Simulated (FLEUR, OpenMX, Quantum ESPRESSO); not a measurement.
## One calculation of Hf, 3 ways

```
CELL_PARAMETERS angstrom
3.13955 0.00000 0.00000
0.00000 3.13955 0.00000
0.00000 0.00000 23.88000
ATOMIC_POSITIONS crystal
Hf 0.50000 0.50000 0.31407
Hf 0.00000 0.00000 0.40704
Hf 0.50000 0.50000 0.50000
Hf 0.00000 0.00000 0.59296
Hf 0.50000 0.50000 0.68593
```

Alike in all runs: functional PBE; k mesh 9 × 9 × 1; occupations fermi-dirac, width 0.05 eV; no spin polarisation; no spin-orbit coupling.

| program and potentials | plane-wave cutoff (eV) | notes | largest force (eV/Å) |
| --- | --- | --- | --- |
| FLEUR, all-electron, FLAPW | - | - | 1.032 |
| OpenMX, OpenMX 2013 PBE set, Hf7.0-s3p2d2f1, grid cutoff 400 Ry | - | atomic basis | 1.014 |
| Quantum ESPRESSO, PseudoDojo 0.4.1 SR PBE standard | 789 | - | 1.043 |

Force on atom 2 (Hf), eV/Å:

```json
{"program and potentials": "FLEUR, all-electron, FLAPW", "x": "0.000", "y": "0.000", "z": "-1.032"}
{"program and potentials": "OpenMX, OpenMX 2013 PBE set, Hf7.0-s3p2d2f1, grid cutoff 400 Ry", "x": "0.000", "y": "0.000", "z": "-1.014"}
{"program and potentials": "Quantum ESPRESSO, PseudoDojo 0.4.1 SR PBE standard", "x": "0.000", "y": "0.000", "z": "-1.043"}
```

The atoms of the given cell lie far from their minimum at this level. Rows in atomic bases carry the error of their basis and grid, which can be large.

The functional is the same throughout but for its coding, so the spread measures potentials, basis and numerics; runs on potential files found faulty are left out.
